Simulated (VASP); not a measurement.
H, 1 atom in the cell. The typed cell holds 1 atom: a = 2.660 Å, b = 2.645 Å, c = 0.979 Å, α = 91.07°, β = 88.20°, γ = 91.47°.  The cell isn't the ideal one: cell strained at random at fixed volume.

| Quantity | Value |
| --- | --- |
| Program | VASP 6.6.1 |
| Task | density of states |
| Functional | r2SCAN |
| Potentials or basis | VASP PAW PBE potentials, release 64 (H_s) |
| Cutoff | 400 eV |
| k mesh | 10 × 10 × 26 |
| Occupations | tetrahedron |
| Spin | no spin polarisation |
| Monkhorst-Pack mesh | yes |
| Further INCAR settings | LASPH = False; ALGO = All; EDIFF = 1e-07; NBANDS = 6 |

Potentials or basis: VASP PAW PBE potentials, release 64 (H_s).

Launch:

```console
$ cat potpaw_PBE.64/H_s/POTCAR > POTCAR
$ mpirun -np 1 vasp_std > vasp.out
```

Hardware: 1 thread of Intel(R) Xeon(R) Platinum 8375C CPU @ 2.90GHz (Ice Lake) (shared host).

Estimate the wall time of this run.

It took 3 min on 1 thread of Intel(R) Xeon(R) Platinum 8375C CPU @ 2.90GHz (Ice Lake), on a shared host, peak memory 0.18 GiB. Counts: scf iterations 11, k points 1300.
